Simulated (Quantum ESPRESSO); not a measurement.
A calculation with Quantum ESPRESSO 7.5 of Sm (native input, structure typed inline):

Contents of pw.in:

```
&CONTROL
  calculation = 'scf'
  prefix = 'pwscf'
  outdir = './tmp'
  pseudo_dir = './pseudo'
  tprnfor = .true.
  tstress = .true.
  disk_io = 'low'
/
&SYSTEM
  ibrav = 0
  celldm(1) = 8
  nat = 2
  ntyp = 1
  ecutwfc = 55
  ecutrho = 440
  nbnd = 27
  input_dft = 'pbesol'
  occupations = 'smearing'
  smearing = 'fd'
  degauss = 0.00367493
  nspin = 2
  starting_magnetization(1) = 0.3125
/
&ELECTRONS
  conv_thr = 4d-10
  electron_maxstep = 120
  mixing_beta = 0.3
/
ATOMIC_SPECIES
Sm   150.3600 Sm.paw.z_16.atompaw.wentzcovitch.v1.2.upf
CELL_PARAMETERS alat
  0.8607702497670   0.0000000000000   0.0000000000000
 -0.4303851248835   0.7454489031224   0.0000000000000
  0.0000000000000   0.0000000000000   1.3880038385376
ATOMIC_POSITIONS crystal
Sm     0.6666666667    0.3333333333    0.7500000000
Sm     0.3333333333    0.6666666667    0.2500000000
K_POINTS automatic
8 8 5 0 0 0
```

The input pp_density.in:

```
&INPUTPP
  prefix = 'pwscf'
  outdir = './tmp'
  filplot = 'density.dat'
  plot_num = 0
/
&PLOT
  nfile = 1
  filepp(1) = 'density.dat'
  iflag = 3
  output_format = 6
  fileout = 'density.cube'
/
```

pp_potential.in

```
&INPUTPP
  prefix = 'pwscf'
  outdir = './tmp'
  filplot = 'potential.dat'
  plot_num = 11
/
&PLOT
  nfile = 1
  filepp(1) = 'potential.dat'
  iflag = 3
  output_format = 6
  fileout = 'potential.cube'
/
```

pp_spin.in

```
&INPUTPP
  prefix = 'pwscf'
  outdir = './tmp'
  filplot = 'spin.dat'
  plot_num = 6
/
&PLOT
  nfile = 1
  filepp(1) = 'spin.dat'
  iflag = 3
  output_format = 6
  fileout = 'spin.cube'
/
```

Potentials or basis: SSSP 1.3 efficiency PBE.

Command:

```bash
$ OMP_NUM_THREADS=1 mpirun -n 2 pw.x -nk 2 -in pw.in > pw.out
$ OMP_NUM_THREADS=1 mpirun -n 1 pp.x -in pp_density.in > pp_density.out
$ OMP_NUM_THREADS=1 mpirun -n 1 pp.x -in pp_potential.in > pp_potential.out
$ OMP_NUM_THREADS=1 mpirun -n 1 pp.x -in pp_spin.in > pp_spin.out
```

This isn't the form of Sm at room conditions, which is rhombohedral.

Q: Write the same calculation in another form: ASE script, structure typed inline.

A: As run:

File run.py:

```python
import numpy as np
from ase.calculators.espresso import Espresso, EspressoProfile
from ase import Atoms

atoms = Atoms(['Sm', 'Sm'],
              cell=[[3.644, 0.0, 0.0], [-1.822, 3.1557965714, 0.0], [0.0, 0.0, 5.876]],
              scaled_positions=[[0.6666666667, 0.3333333333, 0.75], [0.3333333333, 0.6666666667, 0.25]],
              pbc=True)
atoms.set_initial_magnetic_moments([5.0, 5.0])

input_data = {
    'control': {'calculation': 'scf', 'prefix': 'pwscf', 'outdir': './tmp', 'tprnfor': True, 'tstress': True, 'disk_io': 'nowf'},
    'system': {'ecutwfc': 55.0, 'ecutrho': 440.0, 'nbnd': 27, 'input_dft': 'pbesol', 'occupations': 'smearing', 'smearing': 'fd', 'degauss': 0.00367493, 'nspin': 2},
    'electrons': {'conv_thr': 4e-10, 'electron_maxstep': 120, 'mixing_beta': 0.3},
}
pseudopotentials = {'Sm': 'Sm.paw.z_16.atompaw.wentzcovitch.v1.2.upf'}
profile = EspressoProfile(command='mpirun -n 2 pw.x -nk 2', pseudo_dir='pseudo')
dft = Espresso(profile=profile, input_data=input_data, pseudopotentials=pseudopotentials, kpts=(8, 8, 5), koffset=(0, 0, 0))
atoms.calc = dft

print(f'energy {atoms.get_potential_energy():.8f} eV')
print('forces (eV/A)')
print(np.round(atoms.get_forces(), 6))
print('stress (eV/A^3, Voigt)')
print(np.round(atoms.get_stress(), 8))
print(f'Fermi level {dft.get_fermi_level():.4f} eV')
```

Potentials or basis: SSSP 1.3 efficiency PBE.

Launch:

```console
$ OMP_NUM_THREADS=1 python run.py
```

Both were run:

|  | native input, structure typed inline | ASE script, structure typed inline |
| --- | --- | --- |
| Pressure | 0.0 GPa | 0.0 GPa |
| Band gap on the k mesh | none (metal or under the smearing width) | none (metal or under the smearing width) |
| Net moment | 12.86 μB per cell | 12.86 μB per cell |
| Absolute moment | 12.86 μB per cell | 12.86 μB per cell |
| Site moments | Sm +6.03 μB | Sm +6.03 μB |
| Valence electrons inside the program's atomic spheres | Sm 14.64 | Sm 14.64 |

Keys that steer only the numerical path or the files written may differ.

Caveat: the potentials were made for another functional, which shifts forces and pressure; the magnetic or orbital state may not be the lowest; spin-orbit coupling is left out, which moves the levels of the heavy elements.
